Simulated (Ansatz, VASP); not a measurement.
# Two plane-wave programs on BN (Qingsongite)

```
CELL_PARAMETERS angstrom
0.00000 1.80750 1.80750
1.80750 0.00000 1.80750
1.80750 1.80750 0.00000
ATOMIC_POSITIONS crystal
B 0.00000 0.00000 0.00000
N 0.25000 0.25000 0.25000
```

Alike in both runs: functional PBE; k mesh 14 × 14 × 14; occupations fermi-dirac, width 0.02 eV; no spin polarisation.

Ansatz relaxed the structure, and its values are those at the end. VASP's run is a single point on that final structure, the one shown.

|  | VASP | Ansatz |
| --- | --- | --- |
| version | VASP 6.6.1 | Ansatz 0.2.0 |
| potentials or method | VASP PAW PBE potentials, release 64 (B, N) | plane-wave PAW, scalar-relativistic |
| plane-wave cutoff (eV) | 520 | 420 |
| valence electrons in the cell | 8 | 8 |

Ansatz gave:

```
gap on the k mesh at the Fermi level (eV) : 4.47
pressure (GPa)                            : 3.0
```

Task: Which values does VASP return?

Result: gap on the k mesh at the Fermi level (eV): 4.46; pressure (GPa): 3.3.

Ansatz warned: «stress_scf_threshold_loose».

A k mesh can miss the band edges.
